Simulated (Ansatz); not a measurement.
**Ag in Ansatz: convergence with basis error**

The system is Ag.

```
Ag
1.0
     0.00000    2.04275    2.04275
     2.04275    0.00000    2.04275
     2.04275    2.04275    0.00000
Ag
1
Direct
  0.00000 0.00000 0.00000
```

```yaml
Program: Ansatz 0.2.0
Task: convergence study
Functional: LDA
Potentials_or_basis: all-electron LAPW, scalar-relativistic
Cutoff: 159 eV (chosen from the basis error)
Basis_error_allowed: 0.03 eV/atom
k_mesh: 11 × 11 × 11
Occupations: fermi-dirac, width 0.05 eV
Spin: no spin polarisation
```

These are the settings of the first run; the series varies basis error, with any setting tied to it.

Hardware: 1 thread of Intel(R) Xeon(R) Platinum 8259CL CPU @ 2.50GHz (Skylake/Cascade Lake), on a shared host.

```tsv
basis error	energy less the tightest run, at zero smearing (meV/atom)	pressure (GPa)	SCF cycles	CPU time (s)	peak memory (GiB)
0.03 eV/atom	5.37	-7.54	6	3	0.26
0.01 eV/atom	1.76	-7.57	6	3.4	0.27
0.003 eV/atom	0.48	-7.59	6	4.2	0.28
0.001 eV/atom	0.14	-7.59	6	4.6	0.29
0.0003 eV/atom	0.03	-7.59	6	6.4	0.33
0.0001 eV/atom	0.00	-7.59	6	7.3	0.35
```

Against the tightest run, the energy stays within 1 meV/atom from 0.003 eV/atom on; the pressure stays within 0.1 GPa from 0.03 eV/atom on. The tightest run that finished is the yardstick and may itself not be fully converged.

The runs don't all hold the same shells in valence.
